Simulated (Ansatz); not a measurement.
Crystal: PtSe2 (Sudovikovite).

```
Pt Se
1.0
     3.72400    0.00000    0.00000
    -1.86200    3.22508    0.00000
     0.00000    0.00000    5.06200
Pt Se
1 2
Direct
  0.00000 0.00000 0.00000
  0.66667 0.33333 0.75000
  0.33333 0.66667 0.25000
```

```yaml
Program: Ansatz 0.2.0
Task: relaxation of cell and atoms
Functional: PBE
Dispersion: D3(BJ)
Potentials_or_basis: Ansatz PAW
Cutoff: "420 eV (not typed: the program's choice for these potentials)"
k_mesh: 8 × 8 × 5
Occupations: fermi-dirac, width 0.05 eV
Spin: no spin polarisation
```

At the start: volume 20.27 Å³/atom.

How do energy, volume and symmetry change on relaxing?

It ends after 7 steps and the volume is 19.76 Å³/atom (-2.5 %); space group P-3m1 (No. 164, to 0.05 Å).

The path:
| step | energy change (eV) | largest force (eV/Å) | volume (Å³) |
| --- | --- | --- | --- |
| 1 | 0.0000 | 0.6190 | 60.80 |
| 2 | -0.0171 | 0.5922 | 58.65 |
| 3 | -0.0506 | 0.0384 | 60.21 |
| 4 | -0.0534 | 0.0078 | 59.46 |
| 5 | -0.0537 | 0.0004 | 59.26 |
| 6 | -0.0537 | 0.0001 | 59.29 |
| 7 | -0.0534 | 0.0002 | 59.29 |

Final structure:
```
Pt Se
1.0
     3.76913    0.00000    0.00000
    -1.88457    3.26417    0.00000
     0.00000    0.00000    4.81907
Pt Se
1 2
Direct
  0.00000 0.00000 0.00000
  0.66667 0.33333 0.73361
  0.33333 0.66667 0.26639
```

Caveat: the plane-wave basis is chosen anew once the cell has moved, so the energies of steps on either side of that aren't comparable; pairwise dispersion overbinds metals, which lowers pressure and volume.
